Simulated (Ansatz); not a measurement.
# SrO: moving Sr off its site

SrO, Fm-3m, a = 5.140 Å (as given, not relaxed at this level: 2.9 GPa). Ansatz: PBE, PAW, 420 eV, Γ-centred 8×8×8 mesh on 2 atoms, Gaussian smearing 0.05 eV; no spin polarisation.

```
Sr O
1.0
     0.00000    2.56980    2.56980
     2.56980    0.00000    2.56980
     2.56980    2.56980    0.00000
Sr O
1 1
Cartesian
  0.0000 0.0000 0.0000
  2.5698 2.5698 2.5698
```

Atom 1 (Sr) moves by x along the unit vector (0.000, 0.000, -1.000), with its periodic images; all else is held. y is the free energy of the cell over the start, F the force along the path summed over the moved atoms. Symmetry makes y even in x.

| x (Å) | y (meV) | F (eV/Å) |
| --- | --- | --- |
| -0.5000 | ? | ? |
| -0.2500 | 84.5 | 0.81 |
| 0.0000 | 0.0 | 0.00 |
| 0.0625 | 4.3 | -0.14 |
| 0.1250 | 18.0 | -0.30 |
| 0.1875 | 43.4 | -0.52 |
| 0.3125 | 146.7 | -1.20 |
| 0.3750 | 236.9 | -1.71 |
| 0.4375 | 363.7 | -2.37 |

Fit y = c2 x² + c4 x⁴ to the energies of the other rows, give the force constant, and predict energy and force of the missing row.

Least squares on the rows shown. y = 1086.7 x² + 4250.2 x⁴. The force constant is 2 c2 = 2.17 eV/Å², for the cell as given, at 2.9 GPa (for all images moving together, not for a lone atom). With two atoms in a cubic cell this is the optical mode at Γ without the LO field: ω = 521.5 √(2 c2/μ) = 209 cm⁻¹ for μ = 13.53 u. The force −dy/dx at the missing row is 3.21 eV/Å (computed 3.22). At x = -0.5000 the fit asked for gives 537.3 meV. The run gave 537.6 meV, so the fit is 0.3 meV too low, a small miss on the scale of the series.